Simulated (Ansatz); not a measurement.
**A vibration from a frozen displacement in HfO₂**

The calculation used DFT r2SCAN, scalar-relativistic, plane waves, PAW in Ansatz. Cutoff 500 eV, Γ-centred 6×6×8 k-points, Gaussian smearing of 0.05 eV. Spin–orbit coupling is left out, which matters for the heavy elements here. No spin polarisation. Energies are free energies at this smearing, counted from the undisturbed cell; pressure is positive in compression.

The starting cell (as given, not relaxed at this level; it stands at 3.6 GPa; this rutile-type form isn't the usual structure):

```yaml
crystal:
  lattice:
    - [4.81353, 0.00000, 0.00000]
    - [0.00000, 4.81353, 0.00000]
    - [0.00000, 0.00000, 3.20542]
  atoms:
    - { symbol: Hf, position: [0.00000, 0.00000, 0.00000] }
    - { symbol: Hf, position: [0.50000, 0.50000, 0.50000] }
    - { symbol: O, position: [0.19496, 0.80504, 0.50000] }
    - { symbol: O, position: [0.30504, 0.30504, 0.00000] }
    - { symbol: O, position: [0.69496, 0.69496, 0.00000] }
    - { symbol: O, position: [0.80504, 0.19496, 0.50000] }
```

Atom 3 (O) is moved by x along the Cartesian unit vector (0.577, 0.577, 0.577); the cell and all other atoms stay fixed. The cell's volume is 74.27 Å³; the moved atoms weigh 15.999 u together and the others 404.977 u. Some rows repeat others by symmetry and weren't run.

| x (Å) | ΔE (meV/cell) | total force on the moved atoms along the move (eV/Å) | pressure (GPa) |
| --- | --- | --- | --- |
| -0.3000 | 297.91 | 1.9617 | 4.0133 |
| -0.2625 | 228.75 | 1.7260 | 3.9135 |
| -0.2250 | 168.50 | 1.4869 | 3.8242 |
| -0.1875 | 117.28 | 1.2445 | 3.7466 |
| -0.1500 | 75.20 | 0.9993 | 3.6817 |
| -0.1125 | 42.36 | 0.7516 | 3.6303 |
| -0.0750 | 18.85 | 0.5021 | 3.5929 |
| -0.0375 | 4.71 | 0.2514 | 3.5703 |
| 0.0000 | 0.00 | 0.0000 | 3.5627 |
| 0.0375 | 4.71 | -0.2514 | 3.5703 |
| 0.0750 | 18.85 | -0.5021 | 3.5929 |
| 0.1125 | 42.36 | -0.7516 | 3.6303 |
| 0.1500 | 75.20 | -0.9993 | 3.6817 |
| 0.1875 | 117.28 | -1.2445 | 3.7466 |
| 0.2250 | 168.50 | -1.4869 | 3.8242 |
| 0.2625 | 228.75 | -1.7260 | 3.9135 |
| 0.3000 | 297.91 | -1.9617 | 4.0133 |

Q: What frequency belongs to this motion?

A: The force constant is k = −dF/dx = 6.703 eV/Å², from the parabola through x = -0.0375, 0 and 0.0375. In every cell the moved atoms swing against the rest, so the mass is μ = m₁m₂/(m₁ + m₂) = 15.391 u, and ν̃ = 521.5 cm⁻¹ × √(|k|/μ) = 344 cm⁻¹, at this cell's pressure of 3.6 GPa. The pattern needn't be a normal mode: ν̃² is then a weighted mean of the squared nonzero frequencies at the zone centre of this cell, taken without macroscopic field, so it lies between the lowest and the highest of them.

Q: How far does the harmonic law reach?

A: At x = -0.300 Å, kx²/2 = 301.65 meV against the computed 297.91 meV (-1.2 %): the well is still close to harmonic there.

Q: The pressure changes with x². What does that say about the frequency under compression?

A: With E = k(V)x²/2, k ∝ V^(−2γ) and x scaling with the cell as V^(1/3), P − P0 = −∂E/∂V = (2γ − 2/3) ΔE/V. At x = 0.0750 Å, V(P − P0) = 74.27 × 0.03028 / 160.2 eV = 14.04 meV and ΔE = 18.85 meV, so γ = 1/3 + V(P − P0)/(2ΔE) = 0.71. This is the Grüneisen parameter of the motion under uniform scaling of the cell: shrinking the cell evenly by 1 % in volume raises the frequency by about 0.71 %.